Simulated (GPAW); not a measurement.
A calculation with GPAW 26.7.0 of Si2Ni (ASE script, Cartesian positions):

File run.py:

```python
from ase.dft.bandgap import bandgap
from ase.io import read, write
from ase.units import GPa
from gpaw import GPAW, PW

atoms = read('Si2Ni.xyz')
atoms.set_initial_magnetic_moments([2.0, 0.0, 0.0])

calc = GPAW(mode=PW(450),
            xc='LDA',
            kpts={'size': (7, 7, 7), 'gamma': True},
            occupations={'name': 'fermi-dirac', 'width': 0.05},
            nbands=24,
            maxiter=120,
            txt='gpaw.txt')
atoms.calc = calc
energy = atoms.get_potential_energy()
forces = atoms.get_forces()
stress = atoms.get_stress()
calc.write('gs.gpw')
write('result.traj', atoms)
print(f'Energy: {energy:.6f} eV')
print('Forces (eV/A):')
print(forces.round(4))
print('Stress (GPa):', (stress / GPa).round(3))
print('Moments:', calc.get_magnetic_moments().round(3))
print('Fermi level:', round(calc.get_fermi_level(), 4), 'eV')
print(f'Gap: {bandgap(calc)[0]:.4f} eV, direct: {bandgap(calc, direct=True)[0]:.4f} eV')
```

Contents of Si2Ni.xyz:

```xyz
3
Lattice="0.0000000000 2.7030000000 2.7030000000 2.7030000000 0.0000000000 2.7030000000 2.7030000000 2.7030000000 0.0000000000" Properties=species:S:1:pos:R:3 pbc="T T T"
Ni     0.0000000000      0.0000000000      0.0000000000
Si     4.0545000000      4.0545000000      4.0545000000
Si     1.3515000000      1.3515000000      1.3515000000
```

Potentials or basis: the program's PAW data sets (release 1.2.1) made for this functional, pw.

Command:

```console
$ OMP_NUM_THREADS=1 python run.py
```

Question: Write the same calculation in another form: ASE script, structure from a POSCAR.

Answer: As run:

The input run.py:

```python
from ase.dft.bandgap import bandgap
from ase.io import read, write
from ase.units import GPa
from gpaw import GPAW, PW

atoms = read('POSCAR')
atoms.set_initial_magnetic_moments([2.0, 0.0, 0.0])

calc = GPAW(mode=PW(450),
            xc='LDA',
            kpts={'size': (7, 7, 7), 'gamma': True},
            occupations={'name': 'fermi-dirac', 'width': 0.05},
            nbands=24,
            maxiter=120,
            txt='gpaw.txt')
atoms.calc = calc
energy = atoms.get_potential_energy()
forces = atoms.get_forces()
stress = atoms.get_stress()
calc.write('gs.gpw')
write('result.traj', atoms)
print(f'Energy: {energy:.6f} eV')
print('Forces (eV/A):')
print(forces.round(4))
print('Stress (GPa):', (stress / GPa).round(3))
print('Moments:', calc.get_magnetic_moments().round(3))
print('Fermi level:', round(calc.get_fermi_level(), 4), 'eV')
print(f'Gap: {bandgap(calc)[0]:.4f} eV, direct: {bandgap(calc, direct=True)[0]:.4f} eV')
```

POSCAR

```
Si2Ni
1.0
    0.0000000000      2.7030000000      2.7030000000
    2.7030000000      0.0000000000      2.7030000000
    2.7030000000      2.7030000000      0.0000000000
Ni Si
1 2
Direct
    0.0000000000      0.0000000000      0.0000000000
    0.7500000000      0.7500000000      0.7500000000
    0.2500000000      0.2500000000      0.2500000000
```

Potentials or basis: the program's PAW data sets (release 1.2.1) made for this functional, pw.

Run with:

```sh
$ OMP_NUM_THREADS=1 python run.py
```

Both were run:

|  | ASE script, Cartesian positions | ASE script, structure from a POSCAR |
| --- | --- | --- |
| Pressure | -4.6 GPa | -4.6 GPa |
| Band gap on the k mesh | none (metal or under the smearing width) | none (metal or under the smearing width) |
| Net moment | 0.00 μB per cell | 0.00 μB per cell |

Keys that steer only the numerical path or the files written may differ.

Caveat: the cutoff is short for stress and forces, so pressures can be off by a GPa or more; the starting moments collapsed, and a magnetic state may lie lower; the stock nickel data set gives pressures a few GPa off other programs.
